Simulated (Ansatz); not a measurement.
MoS2 on the sites of the 2H bulk structure (relaxed group P6_3/mmc) was put through Ansatz (plane waves). The cell was relaxed beforehand with r2SCAN+rVV10.

The cell given to it:
```xyz
6
Lattice="3.1730 0.0000 0.0000 -1.5865 2.7479 0.0000 0.0000 0.0000 12.4359" Properties=species:S:1:pos:R:3 pbc="T T T"
Mo    1.5865    0.9160    3.1090
Mo    0.0000    1.8319    9.3269
S     1.5865    0.9160    7.7712
S     0.0000    1.8319    4.6647
S     1.5865    0.9160   10.8826
S     0.0000    1.8319    1.5532
```

The output, standing remarks left out:
```
scf.n_extra_bands = 5 over 26 filled bands (N_el = 52.0): the run solves 31 bands
Functional definition: r2SCAN
Crystal: 6 atoms, lattice volume = 108.431 Å³
Basis set: ecut = 500 eV, 2763 PW (Γ)
Symmetry: 24 space group operations
Space group: P63/mmc (ITA 194)
k-points: 38 of 288
SCF converged after 7 iterations
Free energy (F): -13564.301470 eV
Fermi energy:    10.599292 eV
--- Forces (eV/Å), atoms counted from 1 ---
  atom   1  Mo      0.00000      0.00000      0.00000
  atom   2  Mo      0.00000      0.00000      0.00000
  atom   3  S       0.00000      0.00000      0.05474
  atom   4  S       0.00000      0.00000    -0.05474
  atom   5  S       0.00000      0.00000    -0.05474
  atom   6  S       0.00000      0.00000      0.05474
--- Stress (GPa, compression-positive) ---
        1.203035       0.000000       0.000000
        0.000000       1.203035       0.000000
        0.000000       0.000000       1.051782
  P = ⅓ Tr σ = 1.1526 GPa (11.526 kbar)
--- Band table (eV; the first three rows and the last of 38) ---
  k-point 0: bands = […, 8.2422, 8.2834, 8.2834, 9.2355, 9.4821, 10.5993, 12.8431, 12.8431, 12.8669, 12.8669, …]
  k-point 1: bands = […, 8.2628, 8.2628, 8.2628, 8.2628, 10.3095, 10.3095, 12.8485, 12.8485, 12.8485, 12.8485, …]
  k-point 2: bands = […, 8.0696, 8.1150, 8.3938, 9.4016, 9.4842, 10.3981, 12.7379, 12.7771, 12.8369, 12.8936, …]
  k-point 37: bands = […, 6.9852, 6.9852, 7.5862, 7.5862, 9.8586, 9.8586, 11.6781, 11.6781, 13.1087, 13.1087, …]
```

Levels at the listed points, from bands.tsv (eV from the Fermi energy, bands near the gap, counted from 0):
```tsv
# k_distance	band_21	band_22	band_23	band_24	band_25	band_26	band_27	band_28	band_29
# fermi_ev = 10.599292
# [0, 0, 0] at k_distance = 0.000000
# [0.5, 0, 0] at k_distance = 1.143264
# [0.3333333333, 0.3333333333, 0] at k_distance = 1.803327
# [0, 0, 0.5] at k_distance = 3.147409
# [0.5, 0, 0.5] at k_distance = 4.290673
# [0.3333333333, 0.3333333333, 0.5] at k_distance = 4.950736
# [0.177083, 0.177083, 0] at k_distance = 5.619126
# levels_relative_to = fermi_ev
0.000	-2.316	-2.316	-1.364	-1.117	0.000	2.244	2.244	2.268	2.268
1.143	-2.620	-1.889	-1.716	-1.435	-1.322	1.684	1.727	2.111	2.344
1.803	-3.913	-2.863	-2.863	-0.804	-0.664	1.078	1.078	2.075	3.034
3.147	-2.337	-2.337	-2.337	-0.290	-0.290	2.249	2.249	2.249	2.249
4.291	-2.738	-1.802	-1.802	-1.371	-1.371	1.704	1.704	2.236	2.236
4.951	-3.614	-3.013	-3.013	-0.741	-0.741	1.079	1.079	2.509	2.509
5.619	-2.856	-1.942	-1.785	-1.569	-1.537	1.032	1.748	1.863	2.045
```
In order the rows are Γ, M, K, A, L, H, K–Γ (0.47).

Task: Reconstruct the input.

Result:
```yaml
crystal:
  # lattice and atoms as above
kpoints:
  mp_grid: { grid: [12, 12, 2] }
  band_path:
    path:
      - [0.0, 0.0, 0.0]
      - [0.5, 0.0, 0.0]
      - [0.3333333333, 0.3333333333, 0.0]
      - [0.0, 0.0, 0.5]
      - [0.5, 0.0, 0.5]
      - [0.3333333333, 0.3333333333, 0.5]
      - [0.177083, 0.177083, 0.0]
    npoints: 1
hamiltonian:
  xc: r2scan
scf:
  occupations: { method: fixed }
  n_extra_bands: 5
output:
  forces: true
  stress: true
  eigenvalues: true
```
A single point prints forces and stress when the output block asks for them. This is the file that was run; thresholds and some counts can't be read off the log exactly.

Run as `ansatz run input.yaml --threads 2 --pin off --max-ram 20275MiB --backend cpu --events-out ev --progress --plain --runs-dir out`. Wall time 6.2 s on 2 threads of AMD EPYC 7R13 Processor (Zen 3) (shared host), load about 3.2 per core; peak host memory 0.88 GiB.

The values are computed, spin-unpolarised, and not measurements.

Spin-orbit coupling is left out.
